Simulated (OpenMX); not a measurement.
**PtSe2 (Sudovikovite) under changes of volume**

One of the cells (20.265 Å³/atom); the others are scaled copies at fixed shape and fractional positions:

```
CELL_PARAMETERS angstrom
3.72400 0.00000 0.00000
-1.86200 3.22508 0.00000
0.00000 0.00000 5.06200
ATOMIC_POSITIONS crystal
Pt 0.00000 0.00000 0.00000
Se 0.66667 0.33333 0.75000
Se 0.33333 0.66667 0.25000
```

| Quantity | Value |
| --- | --- |
| Program | OpenMX 3.8.5 |
| Functional | PBE |
| Potentials or basis | OpenMX 2013 PBE set, Pt7.0-s3p2d2, Se7.0-s3p2d1, fixed grid of 40 × 40 × 60 points |
| k mesh | 9 × 9 × 5 |
| Occupations | fermi-dirac, width 0.05 eV |
| Spin | no spin polarisation |

```csv
volume (Å³/atom),energy over the lowest point (meV/atom),largest force (eV/Å)
19.049,?,?
19.455,108.12,1.647
19.860,70.75,1.324
20.265,42.12,1.029
20.671,21.29,0.758
21.076,7.53,0.509
21.481,0.00,0.280
```

Question: What does the run at 19.049 Å³/atom give?

Answer: Energy over the lowest point 155.34 meV/atom; largest force 1.998 eV/Å.

Worked out: A Birch-Murnaghan fit of order 3 (a polynomial in V^(-2/3)) to the other rows has its minimum at 21.83 Å³/atom, just outside them, with B0 = V·E''(V) = 108 GPa and B' = 5.0 at fixed shape and positions, which overstates the stiffness. It gives 155.45 meV/atom at 19.049 Å³/atom, against the run's 155.34.

Energies are extrapolated to zero smearing.

Caveats: the basis of atomic orbitals isn't converged, which shifts pressures, moduli and gaps; forces of over 1 eV/Å show positions far from the minimum, so gaps and moduli don't describe the material at rest (some runs).
